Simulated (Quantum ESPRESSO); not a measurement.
Runs of Quantum ESPRESSO 7.5 on BP. Symmetry: F-43m, No. 216, cubic system. The conventional cell has a = 4.538 Å, b = 4.538 Å, c = 4.538 Å, α = 90.00°, β = 90.00°, γ = 90.00°. P (site symmetry -43m) is surrounded by 4 B at 1.97 Å. B (site symmetry -43m) has 4 P at 1.97 Å as nearest neighbours. 

| level | potentials or basis | k mesh | form of the LDA correlation | mesh quality | pressure (GPa) |
| --- | --- | --- | --- | --- | --- |
| PBEsol | GBRV 1.5 PBEsol | 8 × 8 × 8, shifted | - | not flagged | -1.9 |
| BLYP | GBRV 1.5 PBE | 8 × 8 × 8, shifted | - | not flagged | 6.9 |
| WC | GBRV 1.5 PBE | 8 × 8 × 8, shifted | - | not flagged | (a) |
| PBEsol | GBRV 1.5 PBEsol | 6 × 6 × 6, shifted | - | not flagged | -1.9 |
| LDA | GBRV 1.5 LDA | 8 × 8 × 8, shifted | PZ81 | not flagged | -4.9 |
| PBEsol | GBRV 1.5 PBEsol | 10 × 10 × 10, shifted | - | not flagged | -1.9 |
| AM05 | GBRV 1.5 PBE | 8 × 8 × 8, shifted | - | not flagged | -2.3 |
| PBEsol | GBRV 1.5 PBEsol | 4 × 4 × 4, shifted | - | coarse | -1.9 |

Alike in all rows: task dielectric tensor; no spin polarisation; cell as given; cutoff (eV) 612; smearing fermi-dirac 0.05 eV.

**Question.** Estimate the missing entries.

**Answer.** (a) -1.7.

Caveats: some runs use coarse meshes; the potentials were made for another functional, which shifts forces and pressure (some runs); the cell is more than 3 GPa from zero pressure, which shifts response properties (some runs).
